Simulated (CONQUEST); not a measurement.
# BN (P1) in CONQUEST: notebook

One crystal, BN, is run at these levels: revPBE, PBE, RPBE; tasks: density of states.

Program: CONQUEST 1.3. These are calculated values, not measurements. Logs are shortened: lines on timing, memory, paths and dates and some standing lists are left out, and cuts for length are marked.

### 1 Starting point

The typed cell holds 8 atoms: a = 2.515 Å, b = 4.340 Å, c = 6.045 Å, α = 90.00°, β = 90.00°, γ = 90.00°.

The cell comes from a database or a generator and needn't be the stable form of this composition.

### 2 Density of states, revPBE (atoms moved at random, drawn with an rms of 0.02 Å)

Conquest_input reads:

```
IO.Title BN
IO.Coordinates coords.dat
IO.FractionalAtomicCoords T
IO.Iprint 2
IO.Iprint_init 1
General.NumberOfSpecies 2
General.PseudopotentialType hamann
General.FunctionalType 102
General.DifferentFunctional T
AtomMove.TypeOfRun static
AtomMove.FullStress T
Grid.GridCutoff 100
DM.SolutionMethod diagon
Diag.MPMesh T
Diag.GammaCentred T
Diag.MPMeshX 9
Diag.MPMeshY 5
Diag.MPMeshZ 4
Diag.kT 0.00367493
minE.SCTolerance 1e-6
SC.MaxIters 100
IO.AtomChargeOutput T
IO.writeDOS T
IO.write_proj_DOS T
%block ChemicalSpeciesLabel
1 14.010 N
2 10.810 B
%endblock
```

coords.dat reads:

```
    4.7533037103     0.0000000000     0.0000000000
    0.0000000000     8.2010939069     0.0000000000
    0.0000000000     0.0000000000    11.4235456015
8
  0.0101715000   0.1669975000   0.5085590000 1 T T T
  0.0101715000   0.6669975000   0.0085590000 1 T T T
  0.5101715000   0.1669975000   0.0085590000 1 T T T
  0.5101715000   0.6669975000   0.5085590000 1 T T T
  0.4773030000   0.4945220000   0.0026330000 2 T T T
  0.4773030000   0.9945220000   0.5026330000 2 T T T
  0.9773030000   0.4945220000   0.5026330000 2 T T T
  0.9773030000   0.9945220000   0.0026330000 2 T T T
```

Conquest_input (lines added for PostProcessCQ) reads:

```
Process.Job pdos
Process.min_DOS_E -0.8367
Process.max_DOS_E 0.1633
Process.sigma_DOS 0.003
Process.n_DOS 401
Process.pDOS_l_resolved T
```

Potentials or basis: PseudoDojo NC PBE, SZ, grid cutoff 100 Ha.

Started as:

```sh
$ Conquest
$ PostProcessCQ   # after the lines are added to Conquest_input
```

Log:

```text
Simulation cell dimensions:     4.7533 a0 x     8.2011 a0 x    11.4235 a0

      Atomic coordinates (a0)
         Atom         X         Y         Z  Species
            1    0.0483    1.3696    5.8095        1
            2    0.0483    5.4701    0.0978        1
            3    2.4250    1.3696    0.0978        1
            4    2.4250    5.4701    5.8095        1
            5    2.2688    4.0556    0.0301        2
            6    2.2688    8.1562    5.7419        2
            7    4.6454    4.0556    5.7419        2
            8    4.6454    8.1562    0.0301        2

         Monkhorst-Pack mesh:   9 x   5 x   4 gamma-centred
        This calculation includes non-local pseudopotentials,
         with a maximum core radius of      6.81425162

    Job title: BN
    Job to be run: static calculation

    Ground state search:
      Support functions represented with PAO basis
      1:1 PAO to SF mapping
      Non-spin-polarised electrons
      Solving for the K matrix using diagonalisation
      Using Fermi-Dirac smearing

    Integration grid size:     24 x   40 x   60

    Integration grid spacing:  0.198 a0 x 0.205 a0 x 0.190 a0

    Number of species:  2
    --------------------------------------------------------
    |   #  mass (au)  Charge (e)  SF Rad (a0)  NSF  Label  |
    --------------------------------------------------------
    |   1     14.010       5.000        5.741    4  N      |
    |   2     10.810       3.000        7.176    4  B      |
    --------------------------------------------------------
          SCF tolerance:                 0.00000100
          SCF iterations:               100

    The functional used will be GGA revPBE98

           radial cut-off to be used is taken to be max PAO cut-off radius for this species:    5.483972

           greatest ang. mom. for making density from PAOs:  1

           radial cut-off to be used is taken to be max PAO cut-off radius for this species:    6.814252

           greatest ang. mom. for making density from PAOs:  1
    Minimum blocs/proc is      900. Maximum blocs/proc is      900
    set_atom_dens: In set_atomic_density, electrons :      32.000000000000
 matrix_size & matrix_size_padH =           32          32

    Screened ion int: energy:     -35.329099555691 Ha

    new_SC_potl: Starting.  Tolerance:  0.10000E-05

    PulayMixSC: Starting Pulay mixing, A_up =  0.500 A_dn =  0.500
    PulayMixSC: Spin non-polarised calculation.
          Harris-Foulkes Energy            :       -53.352329990142252 Ha
          (TS=0 as O(N) or entropic contribution is negligible)
          DFT Total Energy                 :       -53.110472395333616 Ha
          Total number of electrons        :        32.000000000000298
    PulayMixSC: Pulay iteration     1 residual:              0.87008E-02
          Harris-Foulkes Energy            :       -53.252226038068883 Ha
          (TS=0 as O(N) or entropic contribution is negligible)
          DFT Total Energy                 :       -53.242621251998109 Ha
          Total number of electrons        :        32.000006981005775
    PulayMixSC: Pulay iteration     2 residual:              0.26493E-02
          Harris-Foulkes Energy            :       -53.248493963622984 Ha
          (TS=0 as O(N) or entropic contribution is negligible)
          DFT Total Energy                 :       -53.248699049548541 Ha
          Total number of electrons        :        32.000009939632470
    PulayMixSC: Pulay iteration     3 residual:              0.10118E-02
          Harris-Foulkes Energy            :       -53.248710792225722 Ha
          (TS=0 as O(N) or entropic contribution is negligible)
          DFT Total Energy                 :       -53.248706302586044 Ha
          Total number of electrons        :        32.000014199852608
    PulayMixSC: Pulay iteration     4 residual:              0.39266E-04
          Harris-Foulkes Energy            :       -53.248708784815889 Ha
          (TS=0 as O(N) or entropic contribution is negligible)
          DFT Total Energy                 :       -53.248708710388335 Ha
          Total number of electrons        :        32.000014158859763
    PulayMixSC: Pulay iteration     5 residual:              0.73903E-05
          Harris-Foulkes Energy            :       -53.248708748044919 Ha
          (TS=0 as O(N) or entropic contribution is negligible)
          DFT Total Energy                 :       -53.248708747134373 Ha
          Total number of electrons        :        32.000014183236992
    PulayMixSC: Pulay iteration     6 residual:              0.82691E-06
    PulayMixSC: Reached SCF tolerance of  0.82691E-06 after      6 iterations
      | Number of electrons      =        32.000014
      |* band energy as 2Tr[K.H] =       -18.647549365952408 Ha
      |  screened ion-ion energy =       -35.329099555690540 Ha
      |  Ha correction           =        -1.473863524280022 Ha
      |  XC correction           =         2.201785504067542 Ha
      |* Harris-Foulkes energy   =       -53.248708748044919 Ha
      |* DFT total energy        =       -53.248708747134373 Ha
      |  estimated accuracy      =        -0.000000000910546 Ha
    get_E_and_F: Change in energy during last step of electronic optimisation:  0.36771E-07

    BIBLIOGRAPHY: Please consider citing the following references in the conquest.bib file

    CONQUEST:         Bowler2002pt, Miyazaki2004, Nakata2020
    Basis:            Bowler2019
    DM:               Bowler:2006xr
    Pseudopotentials: Hamann2013, Bowler2019
    XC functional:    Zhang1998

    Warnings written to file Conquest_warnings; please check
```

Run time: 9 s. Hardware: 1 thread of Intel Xeon Platinum 8488C (Sapphire Rapids), shared host; peak memory 0.19 GiB.

Results:

```yaml
Free_energy: -1448.9712 eV
Band_gap_on_the_k_mesh: 3.30 eV
Mulliken_charges: N -0.67; B +0.67 e
```

States per cell in windows of 1 eV (zero at the valence-band top; states under -8 eV left out):
```
from (eV)  total   N_p   B_p   B_s   N_s
     -8.0   1.93  1.24  0.32  0.31  0.06
     -7.0   2.73  1.74  0.68  0.28  0.04
     -6.0   3.77  2.42  1.16  0.17  0.03
     -5.0   3.23  2.13  1.02  0.06  0.02
     -4.0   2.35  1.60  0.72  0.02  0.01
     -3.0   2.30  1.68  0.61  0.01  0.01
     -2.0   2.35  1.91  0.43  0.00  0.00
     -1.0   1.09  1.00  0.09  0.00  0.00
      0.0   0.01  0.01  0.00  0.00  0.00
      1.0   0.00  0.00  0.00  0.00  0.00
      2.0   0.00  0.00  0.00  0.00  0.00
      3.0   0.31  0.03  0.28  0.00  0.00
      4.0   1.31  0.18  1.13  0.00  0.00
      5.0   1.41  0.26  1.14  0.00  0.00
      6.0   1.39  0.36  1.03  0.00  0.00
      7.0   0.96  0.31  0.64  0.01  0.00
```

Caveat: the potentials were made for another functional, which shifts forces and pressure; the atomic basis is small; Mulliken charges move with the basis; an odd mesh through Γ misses points on the zone boundary, where band edges often lie; the basis of atomic orbitals isn't converged, which shifts pressures, moduli and gaps.

### 3 Density of states, PBE

Conquest_input reads:

```
IO.Title BN
IO.Coordinates coords.dat
IO.FractionalAtomicCoords F
IO.Iprint 2
IO.Iprint_init 1
General.NumberOfSpecies 2
General.PseudopotentialType hamann
General.DistanceUnits A
General.FunctionalType 101
General.DifferentFunctional T
AtomMove.TypeOfRun static
AtomMove.FullStress T
Grid.GridCutoff 120
DM.SolutionMethod diagon
Diag.MPMesh T
Diag.GammaCentred T
Diag.MPMeshX 8
Diag.MPMeshY 5
Diag.MPMeshZ 3
Diag.kT 0.00183747
minE.SCTolerance 1e-6
SC.MaxIters 100
IO.AtomChargeOutput T
IO.writeDOS T
IO.write_proj_DOS T
%block ChemicalSpeciesLabel
1 14.010 N
2 10.810 B
%endblock
```

coords.dat reads:

```
    2.5153400000     0.0000000000     0.0000000000
    0.0000000000     4.3398320000     0.0000000000
    0.0000000000     0.0000000000     6.0450800000
8
  0.0199868916   0.7293543358   3.0678811225 1 T T T
  0.0199868916   2.8992703358   0.0453411225 1 T T T
  1.2776568916   0.7293543358   0.0453411225 1 T T T
  1.2776568916   2.8992703358   3.0678811225 1 T T T
  1.2090434471   2.1615488039   6.0396212928 2 T T T
  1.2090434471   4.3314648039   3.0170812928 2 T T T
  2.4667134471   2.1615488039   3.0170812928 2 T T T
  2.4667134471   4.3314648039   6.0396212928 2 T T T
```

Conquest_input (lines added for PostProcessCQ) reads:

```
Process.Job pdos
Process.min_DOS_E -1.0255
Process.max_DOS_E 0.2745
Process.sigma_DOS 0.003
Process.n_DOS 301
Process.pDOS_l_resolved T
```

Potentials or basis: PseudoDojo NC PBEsol, DZ, grid cutoff 120 Ha.

Started as:

```sh
$ Conquest
$ PostProcessCQ   # after the lines are added to Conquest_input
```

Run time: 24 s. Hardware: 1 thread of Intel Xeon Platinum 8488C (Sapphire Rapids), shared host; peak memory 0.39 GiB.

Results (log left out):

```yaml
Free_energy: -1455.9652 eV
Band_gap_on_the_k_mesh: 2.94 eV
Mulliken_charges: N -0.37; B +0.37 e
```

States per cell in windows of 1 eV (zero at the valence-band top; states under -8 eV left out):
```
from (eV)  total   N_p   B_p   B_s   N_s
     -8.0   1.62  0.88  0.33  0.35  0.06
     -7.0   2.50  1.42  0.67  0.35  0.06
     -6.0   3.43  2.05  1.10  0.24  0.05
     -5.0   3.24  2.05  1.06  0.10  0.03
     -4.0   2.98  2.05  0.88  0.05  0.01
     -3.0   2.57  1.92  0.62  0.02  0.01
     -2.0   2.56  2.12  0.43  0.01  0.01
     -1.0   1.15  1.07  0.08  0.00  0.00
      0.0   0.03  0.03  0.00  0.00  0.00
      1.0   0.00  0.00  0.00  0.00  0.00
      2.0   0.01  0.00  0.01  0.00  0.00
      3.0   0.43  0.03  0.39  0.00  0.00
      4.0   1.48  0.19  1.28  0.01  0.00
      5.0   1.47  0.23  1.23  0.01  0.00
      6.0   1.42  0.29  1.03  0.11  0.02
      7.0   1.37  0.26  0.79  0.37  0.05
```

Caveat: the log labels positions in bohr as Å; the potentials were made for another functional, which shifts forces and pressure; the atomic basis is small; Mulliken charges move with the basis; an odd mesh through Γ misses points on the zone boundary, where band edges often lie; the basis of atomic orbitals isn't converged, which shifts pressures, moduli and gaps.

### 4 Density of states, RPBE (atoms moved at random, drawn with an rms of 0.02 Å)

Conquest_input reads:

```
IO.Title BN
IO.Coordinates coords.dat
IO.FractionalAtomicCoords T
IO.Iprint 2
IO.Iprint_init 1
General.NumberOfSpecies 2
General.PseudopotentialType hamann
General.FunctionalType 103
General.DifferentFunctional T
AtomMove.TypeOfRun static
AtomMove.FullStress T
Grid.GridCutoff 60
DM.SolutionMethod diagon
Diag.MPMesh T
Diag.GammaCentred T
Diag.MPMeshX 7
Diag.MPMeshY 4
Diag.MPMeshZ 3
Diag.kT 0.00183747
minE.SCTolerance 1e-6
Diag.SmearingType 1
Diag.MPOrder 1
SC.MaxIters 100
IO.AtomChargeOutput T
SC.AbsResidual T
General.NeutralAtomProjector T
IO.writeDOS T
IO.write_proj_DOS T
IO.DumpChargeDensity T
IO.DumpTotPot T
%block ChemicalSpeciesLabel
1 14.010 N
2 10.810 B
%endblock
```

coords.dat reads:

```
    4.7533037103     0.0000000000     0.0000000000
    0.0000000000     8.2010939069     0.0000000000
    0.0000000000     0.0000000000    11.4235456015
8
  0.0042775000   0.1676565000   0.5076050000 1 T T T
  0.0042775000   0.6676565000   0.0076050000 1 T T T
  0.5042775000   0.1676565000   0.0076050000 1 T T T
  0.5042775000   0.6676565000   0.5076050000 1 T T T
  0.4788410000   0.4992305000   0.9989505000 2 T T T
  0.4788410000   0.9992305000   0.4989505000 2 T T T
  0.9788410000   0.4992305000   0.4989505000 2 T T T
  0.9788410000   0.9992305000   0.9989505000 2 T T T
```

Conquest_input (lines added for PostProcessCQ) reads:

```
Process.Job pdos
Process.min_DOS_E -1.0921
Process.max_DOS_E 0.2079
Process.sigma_DOS 0.005
Process.n_DOS 401
Process.pDOS_l_resolved T
```

Potentials or basis: PseudoDojo NC PBE, SZ, grid cutoff 60 Ha.

Started as:

```sh
$ Conquest
$ PostProcessCQ   # after the lines are added to Conquest_input
```

Run time: 8.4 s. Hardware: 1 thread of Intel Xeon Platinum 8488C (Sapphire Rapids), shared host; peak memory 0.13 GiB.

The run converged. Its results:

```yaml
Free_energy: -1447.7755 eV
Band_gap_on_the_k_mesh: 3.48 eV
Mulliken_charges: N -0.68; B +0.68 e
```

States per cell in windows of 1 eV (zero at the valence-band top; states under -8 eV left out):
| from (eV) | total | N_p | B_p | B_s | N_s |
| --- | --- | --- | --- | --- | --- |
| -8.0 | 1.52 | 0.97 | 0.28 | 0.23 | 0.04 |
| -7.0 | 2.66 | 1.70 | 0.61 | 0.28 | 0.06 |
| -6.0 | 3.36 | 2.15 | 1.03 | 0.15 | 0.03 |
| -5.0 | 3.52 | 2.30 | 1.11 | 0.08 | 0.02 |
| -4.0 | 2.62 | 1.79 | 0.78 | 0.04 | 0.01 |
| -3.0 | 2.46 | 1.78 | 0.67 | 0.01 | 0.01 |
| -2.0 | 2.34 | 1.89 | 0.45 | 0.00 | 0.00 |
| -1.0 | 1.26 | 1.15 | 0.11 | 0.00 | 0.00 |
| 0.0 | 0.05 | 0.05 | 0.00 | 0.00 | 0.00 |
| 1.0 | 0.00 | 0.00 | 0.00 | 0.00 | 0.00 |
| 2.0 | 0.00 | 0.00 | 0.00 | 0.00 | 0.00 |
| 3.0 | 0.34 | 0.03 | 0.30 | 0.00 | 0.00 |
| 4.0 | 1.29 | 0.16 | 1.13 | 0.00 | 0.00 |
| 5.0 | 1.74 | 0.36 | 1.36 | 0.01 | 0.00 |
| 6.0 | 1.34 | 0.35 | 0.99 | 0.01 | 0.00 |
| 7.0 | 0.77 | 0.25 | 0.51 | 0.01 | 0.00 |

Caveat: the potentials were made for another functional, which shifts forces and pressure; the atomic basis is small; Mulliken charges move with the basis; an odd mesh through Γ misses points on the zone boundary, where band edges often lie; the basis of atomic orbitals isn't converged, which shifts pressures, moduli and gaps.

### 5 The reference run

An earlier run on the cell as given: functional PBE; potentials or basis PseudoDojo NC PBE, DZP, grid cutoff 150 Ha; k mesh 10 × 6 × 5; occupations fermi-dirac, width 0.05 eV; no spin polarisation.

* Pressure: 7.5 GPa
* Largest force: 2.904 eV/Å
* Band gap on the k mesh: 2.76 eV

### 6 The runs side by side

| task | level | potentials or basis | cell | k mesh | smearing | other keys | gap on the mesh (eV) |
| --- | --- | --- | --- | --- | --- | --- | --- |
| density of states | revPBE | PseudoDojo NC PBE, SZ, grid cutoff 100 Ha | atoms moved at random, drawn with an rms of 0.02 Å | 9 × 5 × 4 | fermi-dirac 0.1 eV | - | 3.30 |
| density of states | PBE | PseudoDojo NC PBEsol, DZ, grid cutoff 120 Ha | as given | 8 × 5 × 3 | fermi-dirac 0.05 eV | - | 2.94 |
| density of states | RPBE | PseudoDojo NC PBE, SZ, grid cutoff 60 Ha | atoms moved at random, drawn with an rms of 0.02 Å | 7 × 4 × 3 | methfessel-paxton of order 1 0.05 eV | SC.AbsResidual = T; General.NeutralAtomProjector = T | 3.48 |
| single point | PBE | PseudoDojo NC PBE, DZP, grid cutoff 150 Ha | as given | 10 × 6 × 5 | fermi-dirac 0.05 eV | - | 2.76 |

Alike in all rows: no spin polarisation.

Caveats: an odd mesh through Γ misses points on the zone boundary, where band edges often lie; the basis of atomic orbitals isn't converged, which shifts pressures, moduli and gaps; the potentials were made for another functional, which shifts forces and pressure (some runs); the atomic basis is small (some runs); the box holds several primitive cells, so bands are folded and the points are those of the box's own zone (some runs); forces of over 1 eV/Å show positions far from the minimum, so gaps and moduli don't describe the material at rest (some runs).

Absolute energies hang on the potentials; compare differences alone.
